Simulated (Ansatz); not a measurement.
# Palladium, dhcp under PBE: from relaxation to bulk modulus

What does PBE give for palladium in the dhcp structure? We relax it, solve it on a dense k-mesh, then scale the cell to 7 volumes from 88 to 112 % of the relaxed one and try a fit of the equation of state. The start is antiferromagnetic (alternate layers). The k-meshes are 13×13×4 for the relaxation; 17×17×5 for the dense run; 15×15×4 for the volumes.

Computed with Ansatz 0.2.0 (DFT PBE, plane waves (420 eV) with PAW, scalar-relativistic, unless a step says otherwise).

## 1. The system as given

Symmetry: P6_3/mmc, No. 194, hexagonal system. Conventional cell: a = 2.751 Å, b = 2.751 Å, c = 8.983 Å, α = 90.00°, β = 90.00°, γ = 120.00°. Pd (site symmetry -3m) is surrounded by 12 Pd at 2.75 Å. Pd (site symmetry -6m2) has 12 Pd at 2.75 Å as nearest neighbours.

Coordinates:

```cif
data_structure
_symmetry_space_group_name_H-M 'P6_3/mmc'
_symmetry_Int_Tables_number 194
_cell_length_a 2.7505
_cell_length_b 2.7505
_cell_length_c 8.9831
_cell_angle_alpha 90.000
_cell_angle_beta 90.000
_cell_angle_gamma 120.000
_cell_volume 58.85
loop_
_atom_site_label
_atom_site_type_symbol
_atom_site_symmetry_multiplicity
_atom_site_Wyckoff_symbol
_atom_site_fract_x
_atom_site_fract_y
_atom_site_fract_z
_atom_site_occupancy
Pd1 Pd 2 a 0.00000 0.00000 0.00000 1
Pd2 Pd 2 c 0.33333 0.66667 0.25000 1
```

Starting moments (μB): +0.5 ×2, -0.5 ×2.

## 2. Relaxation of the cell

The input, input.yaml:

```yaml
crystal:
  lattice:
    - [2.7505001182, 0.0, 0.0]
    - [-1.3752500591, 2.3820029755, 0.0]
    - [0.0, 0.0, 8.9831333861]
  atoms:
    - { symbol: Pd, position: [0.0, 0.0, 0.0], spin: 0.5 }
    - { symbol: Pd, position: [0.0, 0.0, 0.5], spin: 0.5 }
    - { symbol: Pd, position: [0.3333333333, 0.6666666667, 0.25], spin: -0.5 }
    - { symbol: Pd, position: [0.6666666667, 0.3333333333, 0.75], spin: -0.5 }
hamiltonian:
  xc: pbe
  pseudopotentials:
    kind: paw
    azcp:
      Pd: "pseudopotentials/Pd.paw.azcp"
basis:
  ecutwfc: 420
  fft_grid_basis: typed
kpoints:
  mp_grid: { grid: [13, 13, 4], shift: [0, 0, 0] }
magnetization:
  spin_polarized: true
scf:
  occupations: { method: fermi_dirac, width: 0.05 }
relax:
  max_steps: 60
  f_tol: 0.01
  cell: {}
output:
  write_density: true
  write_potential: true
  elf: true
  volumetric_format: npy
```

Launch:

```
$ ansatz run input.yaml --threads 1 --pin off --max-ram 3584MiB --backend cpu --events-out ev --progress --plain --runs-dir out
```

After this run come: Dense single point; At 88 % of the relaxed volume; At 92 % of the relaxed volume; At 96 % of the relaxed volume; At 100 % of the relaxed volume; At 104 % of the relaxed volume; At 108 % of the relaxed volume; At 112 % of the relaxed volume.

Before running it: what results should come out? Wanted: space group; conventional cell; volume; shortest distance; gap on the mesh; magnetic state; relative to fcc.

As calculated:

| quantity | value |
| --- | --- |
| space group (spins left aside) | P6_3/mmc (No. 194) |
| conventional cell | a = 2.779 Å, c = 9.190 Å (c/a = 3.307) |
| volume | 15.365 Å³/atom |
| shortest distance | 2.779 Å |
| gap on the mesh | none (levels filled in part) |
| magnetic state | ferromagnetic, up to 0.35 μB per atom |
| relative to fcc | +15 meV/atom |

What this shows: From the guessed start the volume grew by 4.4 % in 7 steps. It lies 15 meV/atom above the element's reference form at the same level (fcc, from a run of its own). It ends ferromagnetic, with up to 0.35 μB per atom. That is not the order it started in. No gap shows: it is a metal or semimetal at this level. The symmetry was held, so the structure may be unstable against distortions that break it.
